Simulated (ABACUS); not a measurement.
Crystal: CaO.

```
Ca O
1.0
     0.00000    2.40356    2.40356
     2.40356    0.00000    2.40356
     2.40356    2.40356    0.00000
Ca O
1 1
Direct
  0.00000 0.00000 0.00000
  0.50000 0.50000 0.50000
```

The cell is a database's computed one.

- Program: ABACUS 3.10.1
- Task: single point
- Functional: PBE
- Potentials or basis: PseudoDojo NC SR 0.4.1 PBE standard
- Cutoff: 1361 eV
- Density cutoff: 5442 eV
- Basis: DZP LCAO (the cutoffs set its grid)
- k mesh: 10 × 10 × 10
- Occupations: fermi-dirac, width 0.05 eV
- Spin: no spin polarisation

On this cell: pressure 2.2 GPa; largest force zero by symmetry; band gap on the k mesh 3.57 eV, indirect (least direct gap 3.97 eV).

The same run follows on a disturbed copy (atoms moved at random, drawn with an rms of 0.05 Å):

```
Ca O
1.0
     0.00000    2.40356    2.40356
     2.40356    0.00000    2.40356
     2.40356    2.40356    0.00000
Ca O
1 1
Direct
  0.01087 0.99606 0.99431
  0.51454 0.50652 0.48857
```

Task: What does the disturbed cell give?

Result: The energy moves by +1.0 meV/atom; pressure 2.2 GPa; largest force 0.112 eV/Å; band gap on the k mesh 3.57 eV, indirect (least direct gap 3.97 eV).

Forces in eV/Å, atoms in the order of the input:
```
Ca   0.035 -0.015  0.105
O   -0.035  0.015 -0.105
```

Stress tensor (GPa, compression positive):
```
 2.18  0.00 -0.01
 0.00  2.17  0.00
-0.01  0.00  2.34
```

Caveats: the atomic orbitals were generated for these runs and aren't a published set; the basis of atomic orbitals isn't converged, which shifts pressures, moduli and gaps.

A k mesh can miss the band edges.
